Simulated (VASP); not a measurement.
Crystal: Au.

```
CELL_PARAMETERS angstrom
2.74841 0.00000 0.00000
0.00000 2.74841 0.00000
0.00000 0.00000 2.74841
ATOMIC_POSITIONS crystal
Au 0.50000 0.50000 0.50000
```

The cell was built by a generator and needn't be a form met in nature.

Base run:

| Property | Result |
| --- | --- |
| Program | VASP 6.6.1 |
| Functional | PBEsol |
| Potentials or basis | VASP PAW PBE potentials, release 64 (Au) |
| Cutoff | 520 eV |
| k mesh | 10 × 10 × 10 |
| Occupations | fermi-dirac, width 0.05 eV |
| Spin | no spin polarisation |

Its results: pressure -6.5 GPa.

Task: After a change of settings the same cell gave: pressure 8.1 GPa. Which change was it?
A. functional from PBEsol to AM05
B. functional from PBEsol to TPSS; further incar settings from ALGO = Fast; EDIFF = 1e-06 to ALGO = Normal; EDIFF = 1e-06
C. functional from PBEsol to PBE
D. functional from PBEsol to BLYP

Result: D.

BLYP binds less tightly than PBEsol, so the same cell stands under more pressure.

Caveats: the PAW data sets were made with another functional, which shifts forces and pressure a little.

Not every run made on this cell is shown here.
